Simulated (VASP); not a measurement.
# Al16N15 (a cell with a defect) in VASP: notebook, part 2 of 2

VASP 6.6.1.

## Step 3: Single point, PBEsol, collinear spin, ferromagnetic start

File INCAR:

```
SYSTEM = Al16N15
ALGO     = Normal         ! electronic algorithm
EDIFF    = 1E-5           ! SCF threshold, eV
ENCUT    = 450            ! plane-wave cutoff, eV
GGA      = PS             ! functional
ISIF     = 2              ! what is computed and relaxed
ISMEAR   = 0              ! smearing method
ISPIN    = 2              ! spin polarisation
ISYM     = 0            
KPAR     = 4            
LASPH    = .True.         ! aspherical terms in the spheres
LCHARG   = .False.        ! write CHGCAR
LORBIT   = 11             ! projections on sites
LREAL    = Auto         
LWAVE    = .False.        ! write WAVECAR
MAGMOM   = -0.6 0 0 0 0 0 0 0 -0.6 0 -0.6 0 -0.6 0 0 0 0 0 0 0 0 0 0 0 0 0 0 0 0 0 0 ! initial moments
NELECT   = 122.0        
NELM     = 120            ! most SCF steps
NUPDOWN  = 0              ! fixed moment
PREC     = Accurate       ! precision mode
SIGMA    = 0.03           ! smearing width, eV
```

File KPOINTS:

```
k-points
0
Gamma
  4 4 2
  0 0 0
```

File POSCAR:

```
Al16N15                                 
1.0
    6.2200008610      0.0000000000      0.0000000000
   -3.1100004305      5.3866787572      0.0000000000
    0.0000000000      0.0000000000      9.9600000000
  Al              N             
    16    15
Direct
     0.3324441807220634    0.1670222904460495    0.9902093300071012
     0.3327265494305967    0.1676771483052031    0.5018753515674473
     0.3345407145727990    0.6681962535503366    0.9991702466750835
     0.3340209617225492    0.6685076778840678    0.5009248803988815
     0.8314696820365685    0.1649531523478054    0.9991785303756646
     0.8322679576579348    0.1666362135653104    0.5009762172766137
     0.8312936156436743    0.6681911471845400    0.9991907897432344
     0.8320749221741381    0.6683098851620971    0.5009638449121885
     0.1627057646451379    0.3373535192136727    0.2513589831202123
     0.1658251585741052    0.3344126663944044    0.7495553140228143
     0.1628582866031586    0.8285322413341634    0.2512918411547744
     0.1653434733481828    0.8328610381690433    0.7496489715920203
     0.6720822517041342    0.3375441725069583    0.2514720537961099
     0.6667785160658579    0.3340824447957099    0.7497403419101873
     0.6657610642748373    0.8344299649378926    0.2521673575205755
     0.6661724849799630    0.8340440295217320    0.7495063571443937
     0.3325996733513963    0.1670463059225680    0.6926659230455211
     0.3339298226945201    0.6684389855528833    0.1904533386064916
     0.3321347378730060    0.6670945898330857    0.6914501765325334
     0.8315781919467155    0.1661289712349081    0.1904887806674826
     0.8333038975607228    0.1680307176749841    0.6914779551716163
     0.8317354022770925    0.6685584938951283    0.1904558432626904
     0.8327730226746619    0.6666882938294342    0.6914924471320006
     0.1669525874115358    0.3337401230900012    0.4398521132985050
     0.1657444306719788    0.3340057591334965    0.9430902788073854
     0.1667613062520562    0.8359643529369014    0.4398383530278433
     0.1654418507974028    0.8333084227159828    0.9431010047368388
     0.6645679533053446    0.3336363669876948    0.4399454417326071
     0.6662127600190825    0.3338486910382684    0.9432147224249068
     0.6660712532949563    0.8345245916908898    0.4414990581112244
     0.6657465257138040    0.8338214891447888    0.9406581522250522
```

Potentials or basis: VASP PAW PBE potentials, release 64 (Al, N).

Started as:

```sh
> cat potpaw_PBE.64/Al/POTCAR potpaw_PBE.64/N/POTCAR > POTCAR
> mpirun -np 4 vasp_std > vasp.out
```

Wall time 6 min (4 MPI ranks of Intel Xeon 6975P-C (Granite Rapids), shared host); peak memory 0.82 GiB.

Results (log left out):

```yaml
Free_energy: -245.4049 eV
Largest_force: 0.020 eV/Å
Net_moment: 0.00 μB per cell
Valence_electrons_inside_the_program's_atomic_spheres: Al 0.80, 0.81, 0.78; N 3.83, 3.82, 3.84
```

Forces in eV/Å, atoms in the order of the input:
```
Al  -0.002  0.005  0.002
Al   0.002 -0.002 -0.002
Al   0.001  0.005  0.009
Al  -0.003 -0.012 -0.005
Al   0.000  0.007  0.014
Al   0.002 -0.005 -0.006
Al  -0.002  0.000  0.011
Al  -0.002 -0.001 -0.006
Al   0.004  0.004 -0.006
Al  -0.003  0.006  0.016
Al   0.007 -0.005 -0.008
Al   0.008  0.007  0.004
Al  -0.001 -0.001 -0.020
Al  -0.003  0.004 -0.002
Al   0.007 -0.009 -0.014
Al  -0.008 -0.009  0.015
N    0.001  0.010  0.014
N    0.004 -0.005  0.003
N    0.000 -0.003 -0.004
N    0.015  0.003 -0.002
N   -0.015 -0.003 -0.004
N   -0.001 -0.010  0.008
N    0.001  0.008 -0.006
N   -0.005 -0.001  0.007
N   -0.007  0.001 -0.001
N   -0.001 -0.005  0.004
N    0.005  0.003 -0.005
N   -0.002  0.001  0.001
N   -0.007  0.010 -0.013
N    0.006 -0.003  0.005
N    0.002  0.001 -0.008
```

Caveat: the moment is held away from its start; the PAW data sets were made with another functional, which shifts forces and pressure a little; the total moment is fixed, so each spin has its own Fermi level.

## Step 4: Single point, PBEsol, collinear spin, ferromagnetic start

Changes to INCAR since step 3:

```diff
@@ -15,6 +15,6 @@
 LWAVE    = .False.        ! write WAVECAR
-MAGMOM   = -0.6 0 0 0 0 0 0 0 -0.6 0 -0.6 0 -0.6 0 0 0 0 0 0 0 0 0 0 0 0 0 0 0 0 0 0 ! initial moments
+MAGMOM   = 0.5 0 0 0 0 0 0 0 0.5 0 0.5 0 0.5 0 0 0 0 0 0 0 0 0 0 0 0 0 0 0 0 0 0 ! initial moments
 NELECT   = 122.0        
 NELM     = 120            ! most SCF steps
-NUPDOWN  = 0              ! fixed moment
+NUPDOWN  = 2              ! fixed moment
 PREC     = Accurate       ! precision mode
```

File KPOINTS:

```
k-points
0
Gamma
  3 3 2
  0 0 0
```

POSCAR is that of step 3.

Started as:

```sh
> cat potpaw_PBE.64/Al/POTCAR potpaw_PBE.64/N/POTCAR > POTCAR
> mpirun -np 4 vasp_std > vasp.out
```

Run time: 3.1 min. Hardware: 4 MPI ranks of Intel Xeon 6975P-C (Granite Rapids), shared host; peak memory 0.67 GiB.

The run converged. Its results:

| Property | Result |
| --- | --- |
| Free energy | -242.5253 eV |
| Largest force | 0.607 eV/Å |
| Net moment | 2.00 μB per cell |
| Site moments | Al +0.02, +0.00, -0.00, +0.09; N +0.00, +0.04, +0.01, +0.03 μB |
| Valence electrons inside the program's atomic spheres | Al 0.79, 0.80, 0.81; N 3.83, 3.82, 3.84 |

Forces on the atoms (eV/Å):
```
Al  -0.001 -0.003 -0.395
Al   0.004  0.001  0.008
Al   0.081  0.053  0.272
Al   0.085  0.037 -0.116
Al   0.001 -0.088  0.280
Al   0.000 -0.104 -0.118
Al  -0.082  0.048  0.278
Al  -0.090  0.046 -0.118
Al  -0.511  0.299 -0.026
Al   0.027 -0.011 -0.032
Al  -0.002 -0.606 -0.034
Al   0.008  0.041 -0.041
Al   0.512  0.305 -0.039
Al  -0.032 -0.013 -0.050
Al   0.011 -0.011 -0.110
Al  -0.007 -0.008  0.047
N    0.000  0.010  0.023
N   -0.011 -0.009 -0.050
N   -0.020 -0.015  0.031
N    0.011  0.018 -0.056
N   -0.014  0.020  0.034
N    0.014 -0.014 -0.046
N    0.020 -0.003  0.029
N    0.060 -0.039  0.128
N    0.029 -0.018 -0.056
N    0.001  0.073  0.122
N    0.006  0.039 -0.069
N   -0.062 -0.036  0.130
N   -0.042 -0.010 -0.072
N    0.005 -0.002  0.168
N    0.001  0.001 -0.123
```

Caveat: the k mesh is coarse (spacing up to 0.39 Å⁻¹), so the values aren't converged; the PAW data sets were made with another functional, which shifts forces and pressure a little; the total moment is fixed, so each spin has its own Fermi level.

## Step 5: Overview

| level | potentials or basis | fixed moment (μB) | k mesh | mesh quality | moment (μB) | largest force (eV/Å) |
| --- | --- | --- | --- | --- | --- | --- |
| LDA | VASP PAW LDA potentials, release 64 (Al, N) | 0 | 3 × 3 × 2 | coarse | 0.00 | 0.16 |
| PBEsol | VASP PAW PBE potentials, release 64 (Al, N) | 0 | 4 × 4 × 2 | not flagged | 0.00 | 0.02 |
| PBEsol | VASP PAW PBE potentials, release 64 (Al, N) | 2 | 3 × 3 × 2 | coarse | 2.00 | 0.61 |

Alike in all rows: task single point; spin collinear, ferromagnetic start; cell as given; cutoff (eV) 450; smearing gaussian 0.03 eV.

Caveats: some runs use coarse meshes; the total moment is fixed, so each spin has its own Fermi level; the moment is held away from its start (some runs); the PAW data sets were made with another functional, which shifts forces and pressure a little (some runs).

Absolute energies hang on the potentials; compare differences alone.
